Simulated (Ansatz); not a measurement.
## ZnO: stable or not

It was relaxed at this level from a Materials Project cell.

Theory: DFT PBE, scalar-relativistic, plane waves, PAW (Ansatz). Plane waves to 420 eV, a 6×6×8 mesh through Γ for the 8-atom cell and 0.02 eV Gaussian smearing; no spin polarisation.

```cif
data_structure
_symmetry_space_group_name_H-M 'P 1'
_symmetry_Int_Tables_number 1
_cell_length_a 5.6076
_cell_length_b 5.6076
_cell_length_c 3.2799
_cell_angle_alpha 90.000
_cell_angle_beta 90.000
_cell_angle_gamma 90.000
_cell_volume 103.14
loop_
_atom_site_label
_atom_site_type_symbol
_atom_site_fract_x
_atom_site_fract_y
_atom_site_fract_z
_atom_site_occupancy
Zn1 Zn 0.18177 0.18177 0.50000 1
Zn2 Zn 0.81823 0.81823 0.50000 1
Zn3 Zn 0.68177 0.31823 0.00000 1
Zn4 Zn 0.31823 0.68177 0.00000 1
O1 O 0.81839 0.18161 0.50000 1
O2 O 0.18161 0.81839 0.50000 1
O3 O 0.68161 0.68161 0.00000 1
O4 O 0.31839 0.31839 0.00000 1
```

Formation energies are uncorrected and refer to the elements' standard structures at the same level (O₂ as a molecule).

Problem. These tests were run: energy against the elements; phonons on a 1×1×2 q mesh. What do they show?

Solution.

```tsv
test	result
energy against the elements	−1.401 eV/atom
phonons on a 1×1×2 q mesh	no imaginary mode on the mesh
```

It fails none of these tests. Competing phases weren't compared here.

The run for the phonons used a 6×6×8 k mesh. Another cell of ZnO relaxed alike, in P6_3mc (a measured cell (COD)), lies 23 meV/atom lower, so this cell isn't the stable form at this level.
